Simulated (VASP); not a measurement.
## VASP inputs for GaAs (strained zincblende)

INCAR

```
LASPH = .TRUE.
NBANDS = 16
ENCUT = 520
NSW = 0
SIGMA = 0.01
LWAVE = .FALSE.
IBRION = -1
EDIFF = 1E-7
METAGGA = R2SCAN
LREAL = .FALSE.
NELM = 120
LCHARG = .FALSE.
ISMEAR = 0
ALGO = Normal
PREC = Accurate
ISIF = 2
```

KPOINTS

```
KPOINTS created by Atomic Simulation Environment
0
Gamma
8 8 8
0 0 0
```

KPOINTS_OPT

```
special points
6
Reciprocal
0.0000000000 0.0000000000 0.0000000000 1
-0.5000000000 -0.5000000000 0.0000000000 1
-0.3750000000 -0.3750000000 0.2500000000 1
-0.3750000000 0.0000000000 0.3750000000 1
0.0000000000 0.0000000000 0.5000000000 1
-0.5000000000 -0.2500000000 0.2500000000 1
```

POSCAR

```
Ga As
 1.0000000000000000
     0.0000000000000000    2.8897467974000000    2.7844347822000000
     2.8897467974000000    0.0000000000000000    2.7844347822000000
     2.8897467974000000    2.8897467974000000    0.0000000000000000
 Ga  As
   1   1
Cartesian
  0.0000000000000000  0.0000000000000000  0.0000000000000000
  1.4448733987000002  1.4448733987000002  1.3922173910999998
```

VASP ran with the recommended PBE PAW datasets (18 valence electrons in the cell).

Question: What does this run give?

Answer: gap between bands v and c 0.62 eV; least direct gap 0.62 eV; pressure -1.4 GPa.

Band v is the last that the valence electrons fill when counted band by band, and c is the next. Levels in eV from the top of v:

```
point    v−1      v     c   c+1
    Γ  -0.21   0.00  0.62  3.83
    X  -2.97  -2.97  1.52  1.58
    K  -3.95  -2.30  2.25  4.96
    L  -1.42  -1.13  1.11  4.72
    W  -3.63  -3.43  4.58  4.76
```
